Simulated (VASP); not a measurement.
Runs of VASP 6.6.1 on NaCl. It takes space group Fm-3m (No. 225, cubic). Conventional cell: a = 5.588 Å, b = 5.588 Å, c = 5.588 Å, α = 90.00°, β = 90.00°, γ = 90.00°. Around Cl (site symmetry m-3m) lie 6 Na at 2.79 Å. Around Na (site symmetry m-3m) lie 6 Cl at 2.79 Å. The cell is a database's computed one.

| level | exchange at q = 0 | screening parameter | share of exact exchange | gap on the mesh (eV) | pressure (GPa) |
| --- | --- | --- | --- | --- | --- |
| PBE0 | truncated | - | - | 7.31 | 0.9 |
| HSE06 | - | 0.2 1/A | - | 6.61 | 1.0 |
| r2SCAN-EpsX | truncated | - | 0.3958 | (b) | (a) |
| HSE03 | - | - | - | 6.35 | 1.0 |

Alike in all rows: task band structure; potentials or basis VASP PAW PBE potentials, release 64 (Cl, Na_pv); no spin polarisation; cell as given; k mesh 6 × 6 × 6; cutoff (eV) 520; smearing gaussian 0.02 eV.

Task: Estimate the missing entries.

Result: (a) -0.1; (b) 8.82.

Caveats: the PAW data sets were made with another functional, which shifts forces and pressure a little.

